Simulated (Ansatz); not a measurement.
Set up this calculation in Ansatz 0.2.0, as the native input.

- Task: relaxation of cell and atoms
- Functional: r2SCAN
- Dispersion: D4
- Potentials or basis: Ansatz PAW
- Cutoff: 500 eV (not typed: the program's choice for these potentials)
- k mesh: 9 × 9 × 9
- Occupations: fermi-dirac, width 0.05 eV
- Spin: no spin polarisation

ZnS:

```xyz
2
Lattice="0.0000 2.7020 2.7020 2.7020 0.0000 2.7020 2.7020 2.7020 0.0000" Properties=species:S:1:pos:R:3 pbc="T T T"
Zn    4.0530    4.0530    4.0530
S     0.0000    0.0000    0.0000
```

One way to write it, as run:

input.yaml

```yaml
crystal:
  lattice:
    - [0.0, 2.702, 2.702]
    - [2.702, 0.0, 2.702]
    - [2.702, 2.702, 0.0]
  atoms:
    - { symbol: Zn, position: [0.75, 0.75, 0.75] }
    - { symbol: S, position: [0.0, 0.0, 0.0] }
hamiltonian:
  xc: r2scan
  pseudopotentials: { kind: paw }
  dispersion: d4
kpoints:
  mp_grid: { grid: [9, 9, 9] }
scf:
  occupations: { method: fermi_dirac, width: 0.05 }
output:
  forces: true
  stress: true
relax:
  f_tol: 0.01
  max_steps: 40
  cell: { stress_tol: 0.05 }
```

Potentials or basis: Ansatz PAW.

Launch:

```bash
$ ansatz run input.yaml --threads 2 --pin off --max-ram 5120MiB --backend cpu --events-out ev --progress --plain --runs-dir out
```

It gave:

```json
{
 "Relaxed volume": "19.34 Å³/atom",
 "Relaxed cell": "a = 3.796 Å, b = 3.796 Å, c = 3.796 Å, α = 60.00°, β = 60.00°, γ = 60.00°",
 "Space group after relaxing (to 0.05 Å)": "F-43m (No. 216)",
 "Energy gained by relaxing": "1.8 meV/atom",
 "Ionic steps": "4",
 "Pressure after relaxing": "0.0 GPa",
 "Band gap on the k mesh": "2.76 eV"
}
```

Caveat: odd divisions of the mesh miss points on the zone boundary, where band edges often lie, so the gap on the mesh can be too wide; the plane-wave basis is chosen anew once the cell has moved, so the energies of steps on either side of that aren't comparable; the PAW data sets come from PBE, with cores solved anew for the run's functional, which leaves a small shift of forces and pressure.

Wall time 8.2 s on 2 threads of Arm Neoverse V2, on a shared host, peak memory 0.44 GiB.
